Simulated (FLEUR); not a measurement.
# ZrS2: band structure with RPBE

**Experimental background.**

From “Stress-Tuned Optical Transitions in Layered 1T-MX2 (M= Hf, Zr, Sn; X= S, Se) Crystals”, 2022, arxiv:2210.12074, for a bulk crystal of ZrS2: band gap 1.68 eV (indirect).

ZrS2:

```xyz
3
Lattice="3.6914 0.0000 0.0000 -1.8457 3.1968 0.0000 0.0000 0.0000 6.0411" Properties=species:S:1:pos:R:3 pbc="T T T"
Zr    0.0000    0.0000    0.0000
S     0.0000    2.1312    1.4372
S     1.8457    1.0656    4.6038
```

The cell is a database's computed one.

```yaml
Program: FLEUR MaX-R8.1 (later development tree)
Task: band structure
Functional: RPBE
Potentials_or_basis: all-electron
Basis: FLAPW
Kmax: 5.08 1/bohr
k_mesh: 8 × 8 × 5
Occupations: fermi-dirac, width 0.05 eV
Spin: no spin polarisation
Gmax: 15.7 1/bohr
Muffin-tin_radii: Zr 2.57, S 1.93 bohr
lmax: Zr 10, S 8
Local_orbitals_a_species: Zr 5, S 4
Max_iterations: 60
Mixing_factor: 0.05
Mixer: Anderson
Mixer_history: 15
Density_convergence: 1e-05 me/bohr^3
```

The band gap on the k mesh is 1.23 eV, indirect (least direct gap 1.79 eV), the band gap along the path is 1.21 eV, indirect (least direct gap 1.79 eV) and the valence electrons inside the program's atomic spheres are Zr 9.76; S 3.72 (radii Zr 2.57, S 1.93 bohr).

Levels at the corners of the path, in eV from the valence-band top:
```tsv
point	band 8	band 9	band 10	band 11	band 12	band 13	band 14	band 15	band 16	band 17
Γ	-2.76	-2.76	-0.11	-0.11	-0.04	1.75	1.75	2.62	5.05	5.05
M	-2.51	-2.44	-2.28	-1.59	-1.16	1.36	3.40	3.66	5.71	6.08
K	-3.19	-3.19	-1.93	-1.93	-1.39	2.38	3.32	3.32	5.11	5.11
Γ	-2.76	-2.76	-0.11	-0.11	-0.04	1.75	1.75	2.62	5.05	5.05
A	-2.73	-2.73	-1.45	-0.20	-0.20	1.72	1.72	2.92	5.32	5.32
L	-2.97	-2.54	-2.15	-0.98	-0.79	1.21	3.39	3.66	5.36	6.22
H	-3.30	-2.97	-1.78	-1.73	-1.73	2.47	3.10	3.10	5.57	5.57
A	-2.73	-2.73	-1.45	-0.20	-0.20	1.72	1.72	2.92	5.32	5.32
L	-2.97	-2.54	-2.15	-0.98	-0.79	1.21	3.39	3.66	5.36	6.22
M	-2.51	-2.44	-2.28	-1.59	-1.16	1.36	3.40	3.66	5.71	6.08
K	-3.19	-3.19	-1.93	-1.93	-1.39	2.38	3.32	3.32	5.11	5.11
H	-3.30	-2.97	-1.78	-1.73	-1.73	2.47	3.10	3.10	5.57	5.57
```

Core levels (eV from the Fermi level):
| atom | levels |
| --- | --- |
| 1 Zr | 1s1/2 -17812.6, 2s1/2 -2462.6, 2p1/2 -2252.8, 2p3/2 -2167.0, 3s1/2 -399.2, 3p1/2 -321.1, 3p3/2 -307.5, 3d3/2 -170.3, 3d5/2 -167.8 |
| 2 S | 1s1/2 -2398.0, 2s1/2 -204.0, 2p1/2 -149.2, 2p3/2 -147.9 |
| 3 S | 1s1/2 -2398.0, 2s1/2 -204.0, 2p1/2 -149.2, 2p3/2 -147.9 |

It took 4.3 min on 1 thread of Intel(R) Xeon(R) 6975P-C (Granite Rapids), on a shared host, peak memory 0.11 GiB.

A measured gap of ZrS2 is 1.68 eV (indirect; quoted in “Stress-Tuned Optical Transitions in Layered 1T-MX2 (M= Hf, Zr, Sn; X= S, Se) Crystals”, 2022, arxiv:2210.12074); the calculated 1.21 eV misses it by -0.47 eV. Spin-orbit coupling on Zr is left out. The value is that of RPBE, without temperature or zero-point motion. Semilocal functionals fall short of measured gaps as a rule. The cell is a database's relaxed one, not the measured one, which moves gaps too.
